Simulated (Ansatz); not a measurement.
Crystal: Ni.

```
Ni
1.0
     0.00000    1.73757    1.73757
     1.73757    0.00000    1.73757
     1.73757    1.73757    0.00000
Ni
1
Cartesian
  0.0000 0.0000 0.0000
```

Base run:

| Quantity | Value |
| --- | --- |
| Program | Ansatz 0.2.0 |
| Functional | PBEsol |
| Potentials or basis | Ansatz PAW |
| Cutoff | 420 eV (not typed: the program's choice for these potentials) |
| k mesh | 11 × 11 × 11 |
| Occupations | fermi-dirac, width 0.05 eV |
| Spin | collinear spin, ferromagnetic start |
| Starting moments | [0.8] μB |
| Fixed moment | 0.8 μB |

Its results: pressure -0.8 GPa; site moments Ni +0.83 μB.

Question: The run is repeated on the same cell with these changes: fixed moment from 0.8 μB to 1.2 μB; moments at the start from [0.8] to [1.2]. What comes out?

Answer: Pressure 4.6 GPa; site moments Ni +1.18 μB.

Caveats: the total moment is fixed, so each spin has its own Fermi level; the PAW data sets come from PBE, with cores solved anew for the run's functional, which leaves a small shift of forces and pressure; the thresholds are loose for stress.
